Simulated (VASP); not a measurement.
Data:

```yaml
crystal:
  lattice:
    - [0.00000, 2.94071, 2.94071]
    - [2.88305, 0.00000, 2.94071]
    - [2.88305, 2.94071, 0.00000]
  atoms:
    - { symbol: Sr, position: [0.00000, 0.00000, 0.00000] }
    - { symbol: F, position: [0.25000, 0.25000, 0.25000] }
    - { symbol: F, position: [0.75000, 0.75000, 0.75000] }
```

The numbers are results of PBEsol GGA, VASP's PBE PAW potentials (set 64) (plane waves; VASP 6.6.1), not measurements. Numerical set-up: 600 eV cut-off, 6×6×6 Γ-centred mesh, Gaussian smearing of 0.050 eV, potentials Sr_sv F.

Question: Give the stress tensor in GPa (positive for a compressed cell).

Answer: 
```
-1.68   0.00   0.00
 0.00  -3.19   0.00
 0.00   0.00  -3.19
```
The pressure is its mean diagonal, -2.69 GPa.

The compound is SrF2 in the fluorite structure. This cell was strained or had an atom moved on purpose.
